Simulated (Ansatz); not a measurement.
Pressure series in LaAlO3

Base system: LaAlO3 (space group R-3c, No. 167; a = 5.412 Å, c = 13.193 Å (hexagonal axes)).

Cell and atoms are relaxed at each pressure.

Level of theory: DFT with PBE, PAW potentials and a 420 eV plane-wave cutoff in Ansatz (an electronic-structure program), without spin-orbit coupling, earlier PAW set.

| P (GPa) | V (Å³/atom) |
|---|---|
| -2.00 | 11.284 |
| -1.00 | 11.220 |
| 1.80 | 11.048 |
| 4.20 | 10.911 |
| 9.00 | 10.661 |
| 18.00 | 10.261 |
| 30.01 | 9.824 |

A third-order Birch–Murnaghan fit to these points gives V₀ = 11.16 Å³/atom, B₀ = 180 GPa and B₀′ = 4.2. At pressure 30 GPa the volume is 88.1 % of V₀.

Load acts through the strain it causes; cell and atoms are relaxed under it. No phonon test of stability was made. No other phases were tried under pressure.
